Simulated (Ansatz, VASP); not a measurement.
## C in VASP and in Ansatz

Contents of INCAR:

```
SYSTEM = C
  PREC = Accurate
  ENCUT = 520
  EDIFF = 1E-6
  ISMEAR = -1
  SIGMA = 0.05
  LREAL = .FALSE.
  LASPH = .TRUE.
  NELM = 100
  ALGO = Normal
  ISIF = 2
  LWAVE = .FALSE.
  LCHARG = .TRUE.
  GGA = PE
  LELF = .TRUE.
  LVHAR = .TRUE.
  NBANDS = 11
```

The input KPOINTS:

```
regular mesh
0
G
  18 18 18
  0 0 0
```

The input POSCAR:

```
C
1.0
    0.0000000000      2.0839490168      3.2802356879
    1.2031449895      0.0000000000      3.2802356879
    1.2031449895      2.0839490168      0.0000000000
C
2
Direct
    0.1666700000      0.8333300000      0.1666700000
    0.8333300000      0.1666700000      0.8333300000
```

Input for Ansatz:

```yaml
crystal:
  lattice:
    - [0.0, 2.0839490168, 3.2802356879]
    - [1.2031449895, 0.0, 3.2802356879]
    - [1.2031449895, 2.0839490168, 0.0]
  atoms:
    - { symbol: C, position: [0.16667, 0.83333, 0.16667] }
    - { symbol: C, position: [0.83333, 0.16667, 0.83333] }
kpoints:
  mp_grid: { grid: [18, 18, 18] }
scf:
  occupations: { method: fermi_dirac, width: 0.05 }
hamiltonian:
  xc: pbe
  pseudopotentials: { kind: all_electron, lapw: { basis_error: 0.00025 } }
output:
  forces: true
  stress: true
  eigenvalues: true
```

Change from the starting cell: volume scaled by 0.9405.

Alike in both runs: task single point; functional PBE; k mesh 18 × 18 × 18; occupations fermi-dirac, width 0.05 eV; no spin polarisation.

|  | VASP | Ansatz |
| --- | --- | --- |
| version | VASP 6.6.1 | Ansatz 0.2.0 |
| potentials or method | VASP PAW PBE potentials, release 64 (C) | all-electron LAPW, scalar-relativistic |
| plane-wave cutoff (eV) | 520 | see its input |

|  | VASP | Ansatz | Ansatz less VASP |
| --- | --- | --- | --- |
| pressure (GPa) | 24.9 | 24.4 | -0.56 |
| largest component of the traceless stress (GPa) | 20.06 | 19.38 | -0.686 |

Ansatz ran all-electron here, so the differences hold the error of VASP's frozen core and of both bases.

Caveats: so large a pressure means that the cell lies far from this level's equilibrium, or that cutoff or potentials fall short (VASP).
